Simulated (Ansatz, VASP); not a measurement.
Given: the input of a run of VASP 6.6.1 on Al.

Contents of INCAR:

```
ALGO = Normal ; EDIFF = 1E-7
ENCUT = 520 ; GGA = PE
ISIF = 2 ; ISMEAR = -1
LASPH = T ; LCHARG = F
LREAL = F ; LWAVE = F
NBANDS = 8 ; NELM = 80
PREC = Accurate ; SIGMA = 0.05
```

KPOINTS

```
k-points
0
Gamma
  12 12 12
```

POSCAR

```
Al
1.0
   -1.5587357247      1.5587357247      1.5587357247
    1.5587357247     -1.5587357247      1.5587357247
    1.5587357247      1.5587357247     -1.5587357247
Al
1
Direct
    0.0000000000      0.0000000000      0.0000000000
```

Potentials or basis: VASP PAW PBE potentials, release 64 (Al).

The run is started by

```console
$ cat potpaw_PBE.64/Al/POTCAR > POTCAR
$ mpirun -np 1 vasp_std > vasp.out
```

Task: Set up the same calculation for Ansatz 0.2.0. Potentials there: Ansatz PAW.

Result: As run (the cutoff follows the program's own potentials):

input.yaml

```yaml
crystal:
  lattice:
    - [-1.5587357247, 1.5587357247, 1.5587357247]
    - [1.5587357247, -1.5587357247, 1.5587357247]
    - [1.5587357247, 1.5587357247, -1.5587357247]
  atoms:
    - { symbol: Al, position: [0.0, 0.0, 0.0] }
hamiltonian:
  xc: pbe
  pseudopotentials: { kind: paw }
kpoints:
  mp_grid: { grid: [12, 12, 12] }
scf:
  occupations: { method: fermi_dirac, width: 0.05 }
output:
  forces: true
  stress: true
  eigenvalues: true
```

Potentials or basis: Ansatz PAW.

Command:

```console
$ ansatz run input.yaml --threads 1 --pin off --max-ram 3584MiB --backend cpu --events-out ev --progress --plain --runs-dir out
```

Both were run:

|  | VASP | Ansatz | Ansatz less VASP |
| --- | --- | --- | --- |
| gap on the k mesh at the Fermi level (eV) | none | none | - |
| pressure (GPa) | 9.7 | 9.7 | +0.02 |

A gap of «none» marks a metal or a gap that the smearing closes. With one functional, cell and mesh, what is left measures potentials, basis and numerics.
